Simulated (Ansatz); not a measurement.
# 1T-SiSSe monolayer in a perpendicular field, part 2 of 2

What dipole does a perpendicular field induce in the 1T-SiSSe monolayer, and does the gap follow? A positive field points along +c.

Ansatz 0.2.0; plane-wave DFT, PBE-D3(BJ), Ansatz PAW (set soft_1); PAW set soft_1.

So far. Step 2 (Relaxing the slab): The lattice constant a goes from 3.405 to 3.375 Å.

### Step 3. Atoms held, field 0

A sawtooth potential applies the field, turning back in the middle of the vacuum. With the dipole correction the typed value is the field outside the slab. The induced dipole is small, so the SCF threshold is tight.

The cell differs from the one that the last finished run ended in (c 34.824 → 20.761 Å).

Contents of input.yaml:

```yaml
crystal:
  lattice:
    - [3.3747071612, 0.0, 0.0]
    - [-1.6873535806, 2.922582132, 0.0]
    - [0.0, 0.0, 20.7608257083]
  atoms:
    - { symbol: Se, position: [0.6666666667, 0.3333333333, 0.4335087692] }
    - { symbol: Si, position: [0.0, 0.0, 0.5037062252] }
    - { symbol: S, position: [0.3333333333, 0.6666666667, 0.5664912308] }
kpoints:
  mp_grid: { grid: [18, 18, 1] }
  band_path:
    path: [[0, 0, 0], [0.5, 0, 0], [0.33333333, 0.33333333, 0], [0, 0, 0]]
    npoints: 16
hamiltonian:
  xc: pbe
  dispersion: d3bj
  pseudopotentials: { kind: paw, azcp: { folder: soft_1 } }
scf:
  occupations: { method: fermi_dirac, width: 0.02585 }
  convergence: { dr2_threshold: 1.0e-10 }
efield:
  axis: 3
  dipole_correction: true
  ramp_position: 0.97
  ramp_width: 0.06
  amplitude: 0
output:
  dos: { projected: true, e_range: [-6, 5] }
  write_potential: true
  write_density: true
  volumetric_format: npy
  elf: true
```

Launch:

```bash
> ansatz run input.yaml --threads 2 --pin off --max-ram 3072MiB --backend cpu --events-out ev --progress --plain --runs-dir out
```

Numbers of over 12 decimals in the logs are rounded to 6 here.

The program printed:

```text
[...]
Crystal: 3 atoms, lattice volume = 204.761 Å³
Basis set: ecut = 420 eV, 4017 PW (Γ)
Bands: 17, of which v1, the nominal top of the filled ones, is band 13 counted from 1 (12 counted from 0)
Symmetry: 6 space group operations
[...]
k-points: 37 of 324 (time reversal used)
[...]
SCF iter   1: F=—  HF=-7009.205737 eV  |F-HF|=—  |Δ(HF+E_count)|=         —  Δρ=2.02e-2  dr2=8.43e-1  ethr=3.10e-3  p=0.000 e·Å  D=1.06e-6 V/Å  ΔV_dip=-0.00 eV  dr2_dipole=8.42e-3  V_vac-E_F(+/−)=6.23/6.23 eV  ⟨swp⟩=11.2  Hψ=5041  notcnv=0
efield: sawtooth ramp at fractional position 0.9700 (set: `efield.ramp_position`, or a place that a band, a saddle search or an elastic batch's reference lends), width 0.0600; the density the first Hamiltonian is built on has a dipole p = 0.000 e·Å; the dipole correction subtracts the counter field D = 1.06e-6 V/Å, which shifts the + side's vacuum level by -0.00 eV against the − side's; the planar-averaged density in the ramp window peaks in size at 8.4e-6 e/Å³
[...]
SCF iter   2: F=—  HF=-7009.053579 eV  |F-HF|=—  |Δ(HF+E_count)|=   1.52e-1  Δρ=9.57e-3  dr2=4.33e-1  ethr=3.10e-3  p=-0.069 e·Å  D=-6.10e-2 V/Å  ΔV_dip=1.27 eV  dr2_dipole=8.84e-2  V_vac-E_F(+/−)=6.15/4.88 eV  ⟨swp⟩=3.0  Hψ=1348  notcnv=0
[...]
SCF iter  14: F=-7008.997009 eV  HF=-7008.997009 eV  |F-HF|=3.64e-11  |Δ(HF+E_count)|=  2.46e-11  Δρ=4.88e-8  dr2=4.32e-11  ethr=1.00e-12  p=-0.018 e·Å  D=-1.60e-2 V/Å  ΔV_dip=0.33 eV  dr2_dipole=1.21e-11  V_vac-E_F(+/−)=5.56/5.23 eV  ⟨swp⟩=1.1  Hψ=1470  notcnv=0
SCF 1 converged in 14 iterations: F = -7008.997009 eV  dr2 = 4.32e-11
[...]
NSCF: frozen V_eff on 49 k-points
efield: sawtooth ramp at fractional position 0.9700 (kept from the solve that this one continues, or follows in the run), width 0.0600; the density the first Hamiltonian is built on has a dipole p = -0.018 e·Å; the dipole correction subtracts the counter field D = -1.60e-2 V/Å, which shifts the + side's vacuum level by +0.33 eV against the − side's; the planar-averaged density in the ramp window peaks in size at 8.5e-6 e/Å³
WARN: The output density's exchange-correlation potential varies sharply where the density is thin. Do not read a vacuum level from v_tot or v_xc, or from such a field of the output density. On a cell that repeats whose density bears no net charge and no dipole along the vacuum's axis use v_es (v_loc + v_h of the components); under efield.dipole_correction with no amplitude use v_es + v_field, which holds any externa [...]
SCF converged after 14 iterations
Free energy (F): -7008.997009 eV
[...]
Internal energy: -7008.997009 eV  (E = F + TS)
E sigma→0 (E₀):  -7008.997009 eV
Entropy (-TS):   -0.000000 eV (-0.000 meV/atom)
Fermi energy:    -1.630191 eV
Dipole field:    D = -0.015948 V/Å  (p = -0.018046 e·Å, saw-weighted, corrected)
Work function:   Φ+ = 5.5576 eV   Φ− = 5.2265 eV
Levels:          The Fermi level and band energies are counted from a zero that moves with the ramp; work functions are not
[...]
--- Band table (eV; the first three rows and the last of 37) ---
  k-point 0: bands = [... 9 lower, -3.2153, -3.2153, -1.9945, -1.9945, 0.7754, 1.9933, 2.5823, 2.5823]
  k-point 1: bands = [... 9 lower, -3.5208, -3.3391, -2.2837, -1.9725, 1.0107, 2.2257, 2.5220, 2.6658]
  k-point 2: bands = [... 9 lower, -3.6348, -3.5351, -2.9443, -1.9665, 1.2716, 2.2595, 2.9101, 2.9999]
  k-point 36: bands = [... 9 lower, -6.9345, -6.6414, -3.5310, -3.3177, 0.3174, 3.6872, 3.8675, 4.9065]
```

Wall time 11 s (2 threads of Arm Neoverse V2, shared host); peak memory 0.47 GiB; 22 s of CPU time.

Reading the cycles: dr2 is the Hartree energy of the density residual (eV), the measure of convergence; HF is the Harris–Foulkes estimate of the energy, which meets the free energy F at convergence.

This step gave:

```yaml
dipole_along_the_normal: -0.01805 e·Å
gap_along_the_path: 0.6333 eV
smallest_direct_gap_along_the_path: 1.425 eV
step_between_the_vacuum_levels: 0.3311 eV
ionisation_energy_upper_face: 5.889 eV
electron_affinity_upper_face: 5.256 eV
ionisation_energy_lower_face: 5.558 eV
gap_the_smaller_of_path_and_mesh: 0.6333 eV
```

Running mean over a fixed 2.7 Å (it still follows the layers) of the planar mean; the ramp of the sawtooth is left out. Electron's electrostatic potential energy less the Fermi level against z:

z (Å), electron's electrostatic potential energy less the Fermi level (eV) and a bar from the least value:
```
      3.0       5.23 #############################
      3.5       5.23 #############################
      4.0       5.23 #############################
      4.5       5.23 #############################
      5.0       5.22 #############################
      5.5       5.22 #############################
      6.0       5.18 #############################
      6.5       5.01 #############################
      7.0       4.26 ###########################
      7.5       2.82 ########################
      8.0       1.25 ####################
      8.5      -0.70 ###############
      9.0      -2.96 ##########
      9.5      -5.02 #####
     10.0      -6.16 ##
     10.5      -7.09 
     11.0      -7.18 
     11.5      -5.60 ####
     12.0      -3.26 #########
     12.5      -0.83 ###############
     13.0       1.63 #####################
     13.5       3.94 ##########################
     14.0       5.20 #############################
     14.5       5.48 ##############################
     15.0       5.54 ##############################
     15.5       5.55 ##############################
     16.0       5.56 ##############################
     16.5       5.56 ##############################
     17.0       5.56 ##############################
     17.5       5.56 ##############################
```

The density of states has structure finer than the step of the table below, so its rows give means over 0.25 eV, whole bins alone (the curve runs from -6 to 2.3 eV). Peaks (eV: height): -5.920: 5.31, -3.460: 4.92, -2.030: 4.82, -1.860: 4.20, -1.700: 7.94, -1.200: 5.34, 1.970: 4.36.

Table of density of states by energy, zero at the Fermi level of the run, which the smearing sets inside the gap; means over each step:

energy (eV), density of states (states/eV a cell) and a bar:
```
    -5.75       1.43 ##########
    -5.50       0.69 #####
    -5.25       1.25 ########
    -5.00       1.02 #######
    -4.75       1.21 ########
    -4.50       1.41 ##########
    -4.25       1.41 ##########
    -4.00       1.48 ##########
    -3.75       2.21 ###############
    -3.50       2.82 ###################
    -3.25       1.29 #########
    -3.00       0.97 #######
    -2.75       0.85 ######
    -2.50       0.89 ######
    -2.25       1.89 #############
    -2.00       2.92 ####################
    -1.75       4.44 ##############################
    -1.50       2.66 ##################
    -1.25       3.04 #####################
    -1.00       1.53 ##########
    -0.75       0.94 ######
    -0.50       0.90 ######
    -0.25       0.33 ##
     0.00       0.00 
     0.25       0.04 
     0.50       0.42 ###
     0.75       0.46 ###
     1.00       0.51 ###
     1.25       0.58 ####
     1.50       0.66 ####
     1.75       0.88 ######
     2.00       1.68 ###########
```

Projected DOS per atom over height of the atomic layer and energy from the Fermi level. Layers: Se Si S from below.

Ten even steps from '0' (0.01 states/eV) to '9' (1.87 states/eV), each cell a mean:
```
221
111
010
010
000
000
000
300
402
705
909
606
202
112
112
436
223
223
112
112
111
333
```
Columns: height of the atomic layer (Å) from 9 to 11.8 (not evenly spaced); rows upwards: energy from the Fermi level (eV) from -5.96 to 2.23.

Electronic bands along the path, in eV, zero at the Fermi level of the run, which the smearing sets inside the gap:

```
  point  band 10  band 11  band 12  band 13  band 14  band 15  band 16  band 17
      Γ    -1.59    -1.59    -0.36    -0.36     2.41     3.62     4.21     4.21
halfway    -3.13    -2.88    -1.69    -0.63     1.79     4.39     5.21     5.47
      M    -3.64    -3.36    -1.76    -1.12     0.30     3.99     4.56     5.40
halfway    -4.89    -3.76    -1.94    -1.60     1.61     4.89     5.25     5.56
      K    -5.30    -5.01    -1.90    -1.69     1.95     5.32     5.50     6.54
halfway    -4.43    -2.52    -1.98    -1.21     2.60     4.47     5.25     5.76
      Γ    -1.59    -1.59    -0.36    -0.36     2.41     3.62     4.21     4.21
```

The electronic bands as a text plot (rows in eV, shown from -8.3 to 4.2 only):

```
    4.0 |+++++++      ++++++++++                          +++++++
    3.4 |+                                                      +
    2.9 |  +++++                                      +++++++++
    2.4 |++     +                              +++++++         ++
    1.9 |        +++               ++++++++++++
    1.3 |           ++            +
    0.8 |             +++      +++
    0.3 |                ++++++
   -0.2 |********                                           *****
   -0.8 |  *     ********                              ***** **
   -1.3 |   ***          ********           ***********  ****
   -1.8 |***********************************        *************
   -2.3 |  ******                           ***********     ***
   -2.8 |    **  ****                              *      ***
   -3.4 |      *   ***************              ***      ***
   -3.9 |       *     **     **** ***          *       ***
   -4.4 |        **              *   **     ***  ******
   -4.9 |          **             ***  ***** ****   **
   -5.5 |            ***             ********    ***
   -6.0 |               ****      *****     *****
   -6.5 |***********        ******                  *************
   -7.0 |           **                             *
   -7.5 |             **                         **
   -8.1 |               **                     **
         Γ                   M           K                      Γ
```

Valence density in the ca plane at fractional y = 0.000, with atoms of Si within 0.2 Å of it. It is the smooth field of the valence electrons, not physical close to the nuclei.

Ten even steps from '0' (0.00 e/Å³) to '9' (0.50 e/Å³), each cell a mean:
```
00000000000000012466346531000000000000000000
00000000000000123577667642100000000000000000
00000000000001246776667764210000000000000000
00000000000001369975446886310000000000000000
00000000000001379975346897410000000000000000
00000000000001257875556775310000000000000000
00000000000000134677667653100000000000000000
00000000000000012477557531000000000000000000
00000000000000012465335521000000000000000000
```
Columns run along c (16.0 Å, from fractional 0.15 to 0.92 of the cell), rows up along a (3.4 Å). Atoms in or near the plane, at fractional coordinates: Si at (0.50, 0.00).

ELF in the ca plane at fractional y = 0.000, with atoms of Si within 0.2 Å of it. It is the smooth field of the valence electrons, not physical close to the nuclei.

Ten even steps from '0' (0.00) to '9' (0.76), each cell a mean:
```
00000000000000000000246444552000000000000000
00000000000000000123468756875321000000000000
00000000000000012567888756888764200000000000
00000000000000025899987534799997410000000000
00000000000000025899987423799997520000000000
00000000000000014688888645899875310000000000
00000000000000001345678867886532100000000000
00000000000000000011357645763100000000000000
00000000000000000000145354442000000000000000
```
Columns run along c (16.0 Å, from fractional 0.08 to 0.85 of the cell), rows up along a (3.4 Å). Atoms in or near the plane, at fractional coordinates: Si at (0.50, 0.00).

Electrostatic potential energy in the ca plane at fractional y = 0.000, with atoms of Si within 0.2 Å of it. With pseudopotentials it is smooth inside the atoms' cores, unlike the true potential.

Ten even steps from '0' (-25 eV) to '9' (4 eV), each cell a mean:
```
99999999999999998730100589999999999999999999
99999999999999998762003689999999999999999999
99999999999999987776556778999999999999999999
99999999999999875578887767899999999999999999
99999999999999865578887667899999999999999999
99999999999999876677777777899999999999999999
99999999999999988764225788999999999999999999
99999999999999998740001689999999999999999999
99999999999999998720320489999999999999999999
```
Columns run along c (16.0 Å, from fractional 0.15 to 0.92 of the cell; values clipped at the 3rd and 97th percentile), rows up along a (3.4 Å). Atoms in or near the plane, at fractional coordinates: Si at (0.50, 0.00).

The gap is 0.63 eV, with the valence edge 5.89 eV and the conduction edge 5.26 eV under the upper vacuum level.

### Step 4. Atoms held, field 0.1 V/Å

Changes to input.yaml since step 3:

```diff
@@ -24,7 +24,6 @@
   dipole_correction: true
-  ramp_position: 0.97
-  ramp_width: 0.06
-  amplitude: 0
+  ramp_position: 0.9398
+  ramp_width: 0.1132
+  amplitude: 0.1
 output:
-  dos: { projected: true, e_range: [-6, 5] }
   write_potential: true
@@ -32,2 +31 @@
   volumetric_format: npy
-  elf: true
```

The program printed:

```text
[...]
Crystal: 3 atoms, lattice volume = 204.761 Å³
Basis set: ecut = 420 eV, 4017 PW (Γ)
Bands: 17, of which v1, the nominal top of the filled ones, is band 13 counted from 1 (12 counted from 0)
Symmetry: 6 space group operations
[...]
k-points: 37 of 324 (time reversal used)
[...]
--- Band table (eV; the first three rows and the last of 37) ---
  k-point 0: bands = [... 9 lower, -3.2064, -3.2064, -2.0006, -2.0006, 0.7763, 1.9812, 2.5839, 2.5839]
  k-point 1: bands = [... 9 lower, -3.5168, -3.3311, -2.2889, -1.9777, 1.0115, 2.2097, 2.5138, 2.6674]
  k-point 2: bands = [... 9 lower, -3.6282, -3.5345, -2.9476, -1.9705, 1.2733, 2.2423, 2.9117, 2.9372]
  k-point 36: bands = [... 9 lower, -6.9345, -6.6406, -3.5233, -3.3241, 0.3175, 3.6779, 3.8766, 4.9033]
[key lines of the parts left out:]
SCF converged after 14 iterations
Free energy (F): -7008.996524 eV
Fermi energy:    -1.631943 eV
Dipole field:    D = 0.007381 V/Å  (p = 0.008353 e·Å, saw-weighted, corrected)
```

The job ended after 11 s (2 threads; peak memory 0.43 GiB; 22 s of CPU time).

The dipole is 0.00835 e·Å, 0.0264 e·Å from its value without field, and the gap 0.639 eV.

### Step 5. Single point, field -0.1 V/Å

Changes to input.yaml since step 4:

```diff
@@ -26,3 +26,3 @@
   ramp_width: 0.1132
-  amplitude: 0.1
+  amplitude: -0.1
 output:
```

The program printed:

```text
[...]
Crystal: 3 atoms, lattice volume = 204.761 Å³
Basis set: ecut = 420 eV, 4017 PW (Γ)
Bands: 17, of which v1, the nominal top of the filled ones, is band 13 counted from 1 (12 counted from 0)
Symmetry: 6 space group operations
[...]
k-points: 37 of 324 (time reversal used)
[...]
--- Band table (eV; the first three rows and the last of 37) ---
  k-point 0: bands = [... 9 lower, -3.2228, -3.2228, -1.9868, -1.9868, 0.7746, 2.0042, 2.5822, 2.5822]
  k-point 1: bands = [... 9 lower, -3.5232, -3.3457, -2.2770, -1.9657, 1.0100, 2.2377, 2.5255, 2.6657]
  k-point 2: bands = [... 9 lower, -3.6400, -3.5343, -2.9394, -1.9611, 1.2707, 2.2684, 2.9099, 3.0260]
  k-point 36: bands = [... 9 lower, -6.9330, -6.6406, -3.5372, -3.3098, 0.3187, 3.6976, 3.8594, 4.9108]
[key lines of the parts left out:]
SCF converged after 14 iterations
Free energy (F): -7009.000134 eV
Fermi energy:    -1.626942 eV
Dipole field:    D = -0.039272 V/Å  (p = -0.044439 e·Å, saw-weighted, corrected)
```

Run time: 11 s. Hardware: 2 threads; peak memory 0.43 GiB; 22 s of CPU time.

The dipole is -0.0444 e·Å, -0.0264 e·Å from its value without field, and the gap 0.628 eV.

### Step 6. Response, atoms held

This step: plane-wave DFT, PBE-D3(BJ), Ansatz PAW (set soft_1); response to a field along the normal, atoms held; PAW set soft_1 (Ansatz 0.2.0).

The dipoles give the slope, and the difference of two potentials shows where the field is screened.

Numbers from this step:

| Item | Value |
| --- | --- |
| equivalent conductor thickness p/(ε₀AE) | 4.843 Å |
| distance between the outer atoms | 2.761 Å |

The dipole of the cell by applied field:

```
applied field (V/Å)  dipole of the cell (e·Å)
            -0.1000                   -0.0444
             0.0000                   -0.0180
             0.1000                   0.00835
```

Local field over the applied field, running mean. From the potentials at -0.1 and 0.1 V/Å; running mean over 2.5 Å. Table of local field over applied field by z:

```
z (Å)  local field over applied field
 4.04                           1.000
 4.47                           0.999
 4.90                           0.996
 5.33                           0.991
 5.77                           0.977
 6.20                           0.944
 6.63                           0.878
 7.06                           0.767
 7.50                           0.624
 7.93                           0.469
 8.36                           0.312
 8.79                           0.181
 9.23                           0.107
 9.66                          0.0770
10.09                          0.0590
10.67                          0.0645
11.10                          0.0967
11.53                           0.147
11.97                           0.231
12.40                           0.363
12.83                           0.520
13.26                           0.672
13.70                           0.807
14.13                           0.905
14.56                           0.959
14.99                           0.983
15.43                           0.994
15.86                           0.998
16.29                           0.999
16.72                           1.000
```

Electrons, planar mean, per unit field. The induced electron density by z:

```
z (Å)  induced electron density (e/Å³ per V/Å)
  4.5                                   5.6e-6
  5.0                                   1.9e-5
  5.5                                   5.9e-5
  6.0                                   1.8e-4
  6.5                                   4.9e-4
  7.0                                  0.00126
  7.5                                  0.00269
  8.0                                  0.00356
  8.5                                  0.00158
  9.0                                  0.00102
  9.5                                   3.4e-4
 10.0                                 -0.00180
 10.5                                   2.9e-4
 11.0                                  0.00138
 11.5                                  -9.5e-4
 12.0                                 -0.00127
 12.5                                 -0.00321
 13.0                                 -0.00314
 13.5                                 -0.00158
 14.0                                  -6.2e-4
 14.5                                  -2.2e-4
 15.0                                  -7.1e-5
 15.5                                  -2.2e-5
 16.0                                  -6.4e-6
 16.5                                  -1.9e-6
```

The smaller of the gaps on the path and on the k-mesh, counted as 0 under 0.03 eV. Table of gap by applied field:

```
applied field (V/Å)  gap (eV)
            -0.1000     0.628
             0.0000     0.633
             0.1000     0.639
```

By hand: between -0.1 and 0.1 V/Å the dipole changes by 0.05279 e·Å, a slope of 0.2640 e·Å²/V. A perfect conductor of thickness t has p = ε₀AEt, so t = 180.95 × 0.2640 / 9.863 = 4.84 Å (e/ε₀ = 180.95 V·Å, A in Å²).

The induced dipole is that of a conductor 4.84 Å thick.

### Step 7. What came out

| Property | Result |
| --- | --- |
| gap without field | 0.633 eV |
| ionisation energy, upper face | 5.89 eV |
| electron affinity, upper face | 5.26 eV |
| step between the vacuum levels | 0.331 eV |
| equivalent conductor thickness, atoms held | 4.84 Å |

In words: The induced dipole equals that of a perfect conductor 4.84 Å thick, while the outer atoms lie 2.76 Å apart; an out-of-plane ε follows only once a thickness t is chosen, by 1 − 1/ε = 4.84 Å / t. The two faces differ: the vacuum level above lies 0.33 eV higher than the one below. The gap stays within 0.01 eV of 0.63 eV over the fields run, up to 0.1 V/Å in size. Semilocal functionals give gaps that are too small, and excitons are not included. Spin-orbit coupling is left out.

[Logs are printed without paths, hosts, clocks, repeated set-up lines and the standing remarks that a program may print on its own settings, such as how far it seeks lower states.]

[Hosts, paths, dates, database ids (printed as entryN), source tags and the programs' standing remarks are cut or masked in the printed files.]

[Maps of the electrostatic potential energy from Ansatz leave out the sawtooth potential of an applied field or a dipole correction, so their vacuum need not be flat; planar profiles and work functions include it.]

[The density of states shown here was stored with 400 of the rows of the run's finer table, so its peaks can read low, often by over a quarter, or be missed, and its means over a window can be off by a tenth or more.]
